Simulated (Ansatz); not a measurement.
**MgF2 with an F vacancy: do the settings matter for the field gradients?**

Cell: a supercell of MgF2 (rutile type, P4_2/mnm) built from a COD entry, with all atoms left at the host's positions.

Space group Pmm2 (No. 25); a = 6.5407, b = 9.1560, c = 6.5407 Å.

```
site  Wyckoff  site symmetry       x       y       z
 Mg1       1a            mm2  0.0000  0.0000  0.0000
 Mg2       2g            m..  0.0000  0.3333  0.0000
 Mg4       1c            mm2  0.5000  0.0000  0.5000
 Mg5       2h            m..  0.5000  0.3333  0.5000
 Mg7       2g            m..  0.0000  0.1667  0.5000
 Mg8       1b            mm2  0.0000  0.5000  0.5000
Mg10       2h            m..  0.5000  0.1667  0.0000
Mg11       1d            mm2  0.5000  0.5000  0.0000
 F13       2g            m..  0.0000  0.3333  0.3030
 F15       1c            mm2  0.5000  0.0000  0.8030
 F16       2h            m..  0.5000  0.3333  0.8030
 F18       4i              1  0.3030  0.1667  0.5000
 F19       2f            .m.  0.3030  0.5000  0.5000
 F21       4i              1  0.8030  0.1667  0.0000
 F22       2f            .m.  0.8030  0.5000  0.0000
 F24       1a            mm2  0.0000  0.0000  0.6970
 F25       2g            m..  0.0000  0.3333  0.6970
 F27       1c            mm2  0.5000  0.0000  0.1970
 F28       2h            m..  0.5000  0.3333  0.1970
```

One atom of each set is listed; the run and its k-mesh use a cell of 35 atoms with edges of 6.54, 6.54, 9.16 Å.

Reference run. The numbers come from a DFT calculation in Ansatz (PBE, plane waves and PAW, scalar-relativistic, 420 eV cutoff, Γ-centred 3×3×2 k-points, Fermi–Dirac smearing 0.01 eV, cell charge +1).

(1) The input is changed as follows: `kpoints.mp_grid.grid`: [3, 3, 2] → [1, 1, 1]; `scf.max_iter`: not typed → 80. What happens to V_zz (10²¹ V/m²) and η?

Results:

(1) 

```tsv
site	V_zz reference	η reference	V_zz changed	η changed
Mg1	2.86	0.45	2.82	0.46
Mg2	0.72	0.14	0.88	0.46
Mg4	0.83	0.01	0.99	0.51
Mg5	0.80	0.25	0.96	0.75
Mg7	2.87	0.14	3.08	0.31
Mg8	0.83	0.25	0.99	0.73
Mg10	-0.62	0.93	0.76	0.17
Mg11	0.75	0.05	0.91	0.52
F13	-5.75	0.14	-5.90	0.21
F16	-4.89	0.33	-5.05	0.23
F18	-5.46	0.70	-5.54	0.61
F27	-3.66	0.55	-3.65	0.45
```

The largest change of V_zz along a kept axis is on Mg7, from 2.87 to 3.08. In per cent, |V_zz| changes by -1 to +23 on Mg, 0 to +3 on F (all sites that start above 0.5, bar those whose gradient vanishes or changes sign or whose main axis turns by over 40°). Where |V_zz| stays above 0.1 and the axes keep their order, η moves most on Mg5, from 0.25 to 0.75. On Mg2 V_xx and V_yy change places (or their axes turn by over 50°), so the two values of η hide a larger change. On Mg10 the largest principal value lies along another axis in the second run, so the two V_zz can't be compared directly. The table leaves out 7 of the 19 sites, with |V_zz| up to 7.42; their tensors move by 0.29 at most along any direction. The statements above cover all sites. SCF iterations: 9 and 9. The changed input holds the Γ point alone as its k-mesh, so its numbers aren't properties of the crystal.

On the reference run: The defect repeats with the cell of 35 atoms, so it feels its images: sites between two images don't show the values beside a lone defect, and zeros or small values of η there can come from the images' arrangement. F and Mg carry a gradient in the pure host already, so the values there aren't the defect's effect alone. A uniform background compensates the cell's charge. The neighbours have not yet relaxed around the defect (largest force 2.5 eV/Å), so a real crystal will differ.
